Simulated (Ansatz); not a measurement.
HfN: clamped-ion strain scan

Computed with DFT PBEsol, scalar-relativistic, plane waves, PAW (Ansatz 0.2.0). Settings: plane waves to 420 eV, k-mesh 18×18×10 (Γ-centred), Gaussian smearing 0.15 eV. Spin–orbit coupling is left out, which can shift energies with elements as heavy as these. No spin polarisation. Energies are free energies at this smearing, counted from the undisturbed cell; pressure is positive in compression.

Zero of the scan (relaxed at this level; this form isn't the usual structure):

```
Hf N
1.0
     3.12771    0.00000    0.00000
    -1.56385    2.70867    0.00000
     0.00000    0.00000    5.39094
Hf N
2 2
Cartesian
  1.5639 0.9029 4.0432
  0.0000 1.8058 1.3477
  0.0000 0.0000 0.0000
  0.0000 0.0000 2.6955
```

The cell is strained by ε times the Voigt pattern (0, 0, 0, 0, 0, 1) (xx, yy, zz, yz, xz, xy; engineering shear) with fractional coordinates fixed. The cell is metallic on the mesh throughout.

```tsv
ε	ΔE (meV/atom)	stress summed along the pattern (GPa, tension positive)	pressure (GPa)
-0.0400	11.3	-7.94	0.3
-0.0200	2.8	-3.99	0.0
0.0000	0.0	0.00	0.0
0.0100	0.7	2.00	0.0
0.0300	6.4	?	?
0.0350	8.7	6.96	0.2
```

By symmetry 0.0400 repeats -0.0400, -0.0300 repeats 0.0300, 0.0200 repeats -0.0200, -0.0100 repeats 0.0100 in energy, with the opposite slope along the path.

Task: Give the withheld values.

Result: stress summed along the pattern (GPa, tension positive) at ε = 0.0300: 5.97; pressure (GPa) at ε = 0.0300: 0.2.